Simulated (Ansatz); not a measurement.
A crystal relaxed with r2SCAN in the plane-wave code Ansatz has space group P6_3/mmc (No. 194) and a = 3.590 Å, c = 5.880 Å.

| atom | site | x | y | z |
| --- | --- | --- | --- | --- |
| Zn | 2a | 0.0000 | 0.0000 | 0.0000 |
| Xx | 2c | 0.3333 | 0.6667 | 0.2500 |

The r2SCAN gap is indirect, 0.82 eV (Γ–M (0.37 of the way from Γ) to K), below the direct gap of 2.38 eV at Γ. HSE06 gives an indirect gap of 1.48 eV, from Γ–M (0.37 of the way from Γ) to K; the least direct gap is 2.93 eV at Γ. PBE gives an indirect gap of 0.38 eV, from Γ–M (0.40 of the way from Γ) to K; the least direct gap is 1.68 eV at Γ. Meshes: r2SCAN 12×12×4, HSE06 6×6×4, PBE 12×12×4. r2SCAN's ε∞ is 8.6 along x and y, 9.3 along z.

Problem. Which element is Xx?
A. O
B. Se
C. S
D. Te

Solution. C. Xx is S: ZnS, NiAs type. Around Zn lie 6 S at 2.54 Å; around S lie 6 Zn at 2.54 Å.

These are computed values for a spin-unpolarised cell that may be hypothetical; none is a measurement.

Where an edge lies off the special points, it is a point of the mesh or the k point where a search put PBE's edge or least direct gap, reused for the other functionals, whose own edges may lie a little apart; PBE's own value is read along its path and can be a few hundredths of an eV high.

The meshes of the hybrids are coarse, so their gaps aren't converged to the digits shown.
